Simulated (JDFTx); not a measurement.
The system is Mo.

```
Mo
1.0
    -1.58381    1.58381    1.58381
     1.58381   -1.58381    1.58381
     1.58381    1.58381   -1.58381
Mo
1
Direct
  0.00000 0.00000 0.00000
```

```yaml
Program: JDFTx 1.7.0 (patched build)
Task: relaxation of cell and atoms
Functional: SCAN
Potentials_or_basis: SG15-PBE-1.2 with smoothed tails
Cutoff: 1088 eV
Density_cutoff: 4354 eV
k_mesh: 6 × 6 × 6
Occupations: fermi-dirac, width 0.05 eV
Spin: no spin polarisation
```

At the start: pressure -7.0 GPa; volume 15.89 Å³/atom.

Q: How do energy, volume and symmetry change on relaxing?

A: Over 5 steps the energy falls by 8.9 meV/atom and the volume is 15.49 Å³/atom (-2.5 %); space group Im-3m (No. 229, to 0.05 Å).

Step by step:
```csv
step,energy change (eV),largest force (eV/Å),pressure (GPa),volume (Å³)
1,0.0000,0.0000,-6.95,15.89
2,-0.0022,0.0000,-6.08,15.84
3,-0.0089,0.0000,-0.08,15.49
4,-0.0089,0.0000,0.00,15.49
5,-0.0089,0.0000,0.00,15.49
```

Final structure:
```
CELL_PARAMETERS angstrom
-1.57032 1.57032 1.57032
1.57032 -1.57032 1.57032
1.57032 1.57032 -1.57032
ATOMIC_POSITIONS crystal
Mo 0.00000 0.00000 0.00000
```

Caveat: the k mesh is coarse (spacing up to 0.47 Å⁻¹), so the values aren't converged; meta-GGA forces are noisy on this grid; the potentials were made for another functional, which shifts forces and pressure.
